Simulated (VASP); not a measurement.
Write the native input for VASP 6.6.1 that does the following.

```yaml
Task: relaxation of shape and atoms at fixed volume
Functional: LDA
Potentials_or_basis: VASP PAW PBE potentials, release 64 (Lu)
Cutoff: 600 eV
k_mesh: 12 × 12 × 7
Occupations: methfessel-paxton, width 0.1 eV
Spin: no spin polarisation
Further_INCAR_settings: ALGO = Fast; EDIFF = 1e-07; IBRION = 2; EDIFFG = -0.01; NSW = 40; ISIF = 4
```

The structure of Lu lies in POSCAR:

```
Lu                                      
1.0
    3.3886735975      0.0000000000     -0.0000000000
   -1.6943367988      2.9346774206      0.0000000000
    0.0000000000      0.0000000000      5.2732800816
  Lu            
     2
Direct
     0.3333333332999970    0.6666666667000030    0.2500000000000000
     0.6666666667000030    0.3333333332999970    0.7500000000000000
```

One way to write it, as run:

INCAR

```
SYSTEM = Lu
  PREC = Accurate
  ENCUT = 600
  EDIFF = 1E-7
  ISMEAR = 1
  SIGMA = 0.1
  LREAL = .False.
  LASPH = .True.
  NELM = 80
  ALGO = Fast
  ISIF = 4
  LWAVE = .False.
  LCHARG = .False.
  GGA = CA
  IBRION = 2
  NSW = 40
  EDIFFG = -0.01
```

KPOINTS

```
regular mesh
0
Gamma
  12 12 7
  0 0 0
```

Potentials or basis: VASP PAW PBE potentials, release 64 (Lu).

The run is started by

```console
$ cat potpaw_PBE.64/Lu/POTCAR > POTCAR
$ mpirun -np 1 vasp_std > vasp.out
```

It gave:

The pressure after relaxing is -0.3 GPa. The band gap on the k mesh is none (metal or under the smearing width).

Caveat: the relaxation stopped at its first step, so nothing moved; the PAW data sets were made with another functional, which shifts forces and pressure a little.

It took 3.8 min on 1 thread of Intel(R) Xeon(R) 6975P-C (Granite Rapids), on a shared host, peak memory 0.26 GiB.
